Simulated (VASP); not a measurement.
A run of VASP 6.6.1:

File POSCAR:

```
ZnS
1.0
    3.8110000000      0.0000000000      0.0000000000
   -1.9055000000      3.3004228138      0.0000000000
    0.0000000000      0.0000000000      6.2340000000
Zn S
2 2
Direct
    0.6666666667      0.3333333333      0.5000000000
    0.3333333333      0.6666666667      0.0000000000
    0.6666666667      0.3333333333      0.8850000000
    0.3333333333      0.6666666667      0.3850000000
```

The input INCAR.step1:

```
SYSTEM = ZnS
ALGO = Normal
EDIFF = 1E-5
ENCUT = 520
GGA = PE
ISIF = 2
ISMEAR = 0
KPAR = 4
LASPH = .TRUE.
LCHARG = .FALSE.
LREAL = .FALSE.
LWAVE = .TRUE.
NELM = 60
PREC = Accurate
SIGMA = 0.02
```

Contents of INCAR.step2:

```
SYSTEM = ZnS
ALGO = Normal
EDIFF = 1E-7
ENCUT = 520
GGA = PE
HFSCREEN = 0.3
ISIF = 2
ISMEAR = 0
ISTART = 1
KPAR = 4
LASPH = .TRUE.
LCHARG = .FALSE.
LHFCALC = .TRUE.
LREAL = .FALSE.
LWAVE = .FALSE.
NELM = 60
PREC = Accurate
PRECFOCK = Fast
SIGMA = 0.02
```

Contents of KPOINTS:

```
k-points
0
G
  6 6 4
  0 0 0
```

The input KPOINTS_OPT:

```
path GMKGALHA,LM,KH
8
line-mode
reciprocal
 0.0000000000  0.0000000000  0.0000000000  G
 0.5000000000  0.0000000000  0.0000000000  M

 0.5000000000  0.0000000000  0.0000000000  M
 0.3333333333  0.3333333333  0.0000000000  K

 0.3333333333  0.3333333333  0.0000000000  K
 0.0000000000  0.0000000000  0.0000000000  G

 0.0000000000  0.0000000000  0.0000000000  G
 0.0000000000  0.0000000000  0.5000000000  A

 0.0000000000  0.0000000000  0.5000000000  A
 0.5000000000  0.0000000000  0.5000000000  L

 0.5000000000  0.0000000000  0.5000000000  L
 0.3333333333  0.3333333333  0.5000000000  H

 0.3333333333  0.3333333333  0.5000000000  H
 0.0000000000  0.0000000000  0.5000000000  A

 0.5000000000  0.0000000000  0.5000000000  L
 0.5000000000  0.0000000000  0.0000000000  M

 0.3333333333  0.3333333333  0.0000000000  K
 0.3333333333  0.3333333333  0.5000000000  H
```

Potentials or basis: VASP PAW PBE potentials, release 64 (Zn, S).

Run with:

```console
$ cat potpaw_PBE.64/Zn/POTCAR potpaw_PBE.64/S/POTCAR > POTCAR
$ cp INCAR.step1 INCAR
$ mpirun -np 4 vasp_std > vasp.out
$ cp INCAR.step2 INCAR
$ mpirun -np 4 vasp_std > vasp.out
```

Hardware: 4 MPI ranks on AMD EPYC 7R13 Processor (Zen 3), on a shared host.

Question: Estimate the wall time of this run.

Answer: It took 110 min on 4 MPI ranks on AMD EPYC 7R13 Processor (Zen 3), with other jobs on the host, peak memory 0.43 GiB a rank. Counts: scf iterations 56, k points 21.
